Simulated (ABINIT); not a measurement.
The system is Sn.

```
CELL_PARAMETERS angstrom
-2.94014 2.94014 1.59930
2.94014 -2.94014 1.59930
2.94014 2.94014 -1.59930
ATOMIC_POSITIONS crystal
Sn 0.00000 0.00000 0.00000
Sn 0.75000 0.25000 0.50000
```

```yaml
Program: ABINIT 10.8.3 (patched build)
Task: relaxation of cell and atoms
Functional: PBE
Potentials_or_basis: JTH PAW PBE v2.0
Cutoff: 599 eV
k_mesh: 7 × 7 × 7
Occupations: fermi-dirac, width 0.05 eV
Spin: no spin polarisation
```

At the start: pressure 1.3 GPa; volume 27.65 Å³/atom.

How do energy, volume and symmetry change on relaxing?

Over 9 steps the energy falls by 3.3 meV/atom and the volume is 28.38 Å³/atom (+2.6 %); space group I4_1/amd (No. 141, to 0.05 Å).

Step by step:
| step | energy change (eV) | largest force (eV/Å) | pressure (GPa) | volume (Å³) |
| --- | --- | --- | --- | --- |
| 1 | 0.0000 | 0.0000 | 1.27 | 55.30 |
| 2 | -0.0017 | 0.0000 | 1.06 | 55.51 |
| 3 | -0.0062 | 0.0000 | 0.02 | 56.72 |
| 4 | -0.0062 | 0.0000 | -0.04 | 56.79 |
| 5 | -0.0063 | 0.0000 | -0.10 | 56.86 |
| 6 | -0.0065 | 0.0000 | -0.13 | 56.90 |
| 7 | -0.0066 | 0.0000 | -0.08 | 56.85 |
| 8 | -0.0066 | 0.0000 | -0.03 | 56.78 |
| 9 | -0.0066 | 0.0000 | 0.00 | 56.75 |

Final structure:
```xyz
2
Lattice="-2.9529 2.9529 1.6272 2.9529 -2.9529 1.6272 2.9529 2.9529 -1.6272" Properties=species:S:1:pos:R:3 pbc="T T T"
Sn    0.0000    0.0000    0.0000
Sn    0.0000    2.9529    0.8136
```
